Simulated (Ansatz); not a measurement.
# WC: the cost of one run

Computed with Ansatz 0.2.0 (DFT PBE, with the methods named in each step, unless a step's input says otherwise).

2 further runs of the same task are left out: 2 that didn't finish. Runs told in other sessions of the task aren't counted.

**1. The structure to begin with**

The structure is hexagonal, space group P-6m2 (No. 187). The conventional cell has a = 2.901 Å, b = 2.901 Å, c = 2.829 Å, α = 90.00°, β = 90.00°, γ = 120.00°. W (site symmetry -6m2) has 6 C at 2.19 Å in its first shell of neighbours. Around C (site symmetry -6m2) lie 6 W at 2.19 Å.

As a file:

```xyz
2
Lattice="2.9005 0.0000 0.0000 -1.4503 2.5119 0.0000 0.0000 0.0000 2.8290" Properties=species:S:1:pos:R:3 pbc="T T T"
W     0.0000    0.0000    0.0000
C     1.4503    0.8373    1.4145
```

The cell comes from a crystallographic database entry that wasn't checked; take it as a given geometry, which may be far from equilibrium.

Atoms are numbered in the order of the input: W1, C2.

**2. With k mesh [4, 4, 4]**

File input.yaml:

```yaml
crystal:
  lattice:
    - [2.900501436, 0.0, 0.0]
    - [-1.450250718, 2.5119079273, 0.0]
    - [0.0, 0.0, 2.829]
  atoms:
    - { symbol: W, position: [0.0, 0.0, 0.0] }
    - { symbol: C, position: [0.6666666667, 0.3333333333, 0.5] }
kpoints:
  mp_grid: { grid: [4, 4, 4] }
scf:
  occupations: { method: fermi_dirac, width: 0.05 }
hamiltonian:
  xc: pbe
  pseudopotentials: { kind: all_electron, lapw: { basis_error: 0.001 } }
output:
  forces: true
  stress: true
  eigenvalues: true
```

The run is started by

```console
$ ansatz run input.yaml --threads 1 --pin off --max-ram 2048MiB --backend cpu --events-out ev --progress --plain --runs-dir out
```

What time and memory should one allow on 1 thread of Arm Neoverse V2, shared host?

About 5.2 s, with a peak of 0.24 GiB.
